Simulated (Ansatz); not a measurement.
Runs of Ansatz 0.2.0 on BaTiO3. It takes space group P4mm (No. 99, tetragonal). The conventional cell has a = 4.000 Å, b = 4.000 Å, c = 4.018 Å, α = 90.00°, β = 90.00°, γ = 90.00°. Around Ba (site symmetry 4mm) lie 12 O at 2.79 to 2.88 Å. Ti (site symmetry 4mm) is surrounded by 6 O at 1.89 to 2.13 Å. Around O (site symmetry 2mm) lie 2 Ti at 2.00 Å. O (site symmetry 4mm) is surrounded by 2 Ti at 1.89 to 2.13 Å. 

| level | U | hubbard projectors | double counting | gap on the mesh (eV) | pressure (GPa) | largest force (eV/Å) |
| --- | --- | --- | --- | --- | --- | --- |
| PBE+U | Ti d U = 1 eV | ortho-atomic (the default) | fll (the default) | (c) | (a) | 0.26 |
| PBE+U | Ti d U = 2 eV | ortho-atomic (the default) | fll (the default) | 2.15 | (d) | 0.22 |
| PBE+U | Ti d U = 3 eV | ortho-atomic (the default) | fll (the default) | (b) | 3.4 | 0.16 |
| PBE | - | - | - | 1.93 | 2.4 | 0.31 |
| PBE+U | Ti d U = 5 eV | ortho-atomic (the default) | fll (the default) | 2.54 | 4.1 | 0.17 |

Alike in all rows: task band structure; potentials or basis Ansatz PAW; no spin polarisation; cell as given; k mesh 7 × 7 × 7; cutoff (eV) 420; smearing fermi-dirac 0.05 eV.

Problem. Fill in the values left out.

Solution. (a) 2.7; (b) 2.27; (c) 2.03; (d) 3.0.

Caveats: the k mesh misses the band edges, so the gap on the mesh is wider than the one along the path; spin-orbit coupling is left out, which moves the levels of the heavy elements.

A k mesh can miss the band edges, and the runs leave out spin-orbit coupling on Ba.
